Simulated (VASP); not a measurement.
Input of a VASP 6.6.1 run:

Contents of INCAR:

```
SYSTEM = CdSe
  PREC = Accurate
  ENCUT = 600
  EDIFF = 1E-7
  ISMEAR = 0
  SIGMA = 0.02
  LREAL = .False.
  LASPH = .True.
  NELM = 80
  ALGO = Normal
  ISIF = 3
  LWAVE = .False.
  LCHARG = .False.
  GGA = CA
  IBRION = 2
  NSW = 90
  EDIFFG = -0.005
```

KPOINTS

```
Automatic mesh
0
Gamma
  9 9 6
  0 0 0
```

File POSCAR:

```
CdSe
1.0
    4.3460853800      0.0000000000      0.0000000000
   -2.1730426900      3.7638203500      0.0000000000
    0.0000000000      0.0000000000      7.0898398800
Cd Se
2 2
Direct
    0.6666666700      0.3333333300      0.4999533600
    0.3333333300      0.6666666700      0.9999533600
    0.6666666700      0.3333333300      0.8759066400
    0.3333333300      0.6666666700      0.3759066400
```

Potentials or basis: VASP PAW LDA potentials, release 64 (Cd, Se).

Command:

```console
$ cat potpaw_LDA.64/Cd/POTCAR potpaw_LDA.64/Se/POTCAR > POTCAR
$ mpirun -np 1 vasp_std > vasp.out
```

Task: Estimate the relaxed volume.

Result: 27.32 Å³/atom.

Task: What does it give for the space group after relaxing (to 0.05 Å)?

Result: P6_3mc (No. 186).

Task: Predict the band gap on the k mesh.

Result: 0.48 eV, direct.

Task: Estimate the relaxed cell.

Result: a = 4.259 Å, b = 4.259 Å, c = 6.956 Å, α = 90.00°, β = 90.00°, γ = 120.00°.

Step by step:
```tsv
step	energy change (eV)	largest force (eV/Å)	pressure (GPa)	volume (Å³)
1	0.0000	0.0013	-2.98	115.97
2	-0.0580	0.0123	1.19	107.16
3	-0.0657	0.0090	0.00	109.28
4	-0.0657	0.0088	-0.06	109.41
5	-0.0657	0.0058	-0.06	109.41
6	-0.0657	0.0033	-0.06	109.40
7	-0.0658	0.0015	-0.03	109.35
8	-0.0658	0.0013	0.01	109.27
```

A hybrid or GW would open this gap; LDA tends to underestimate it.
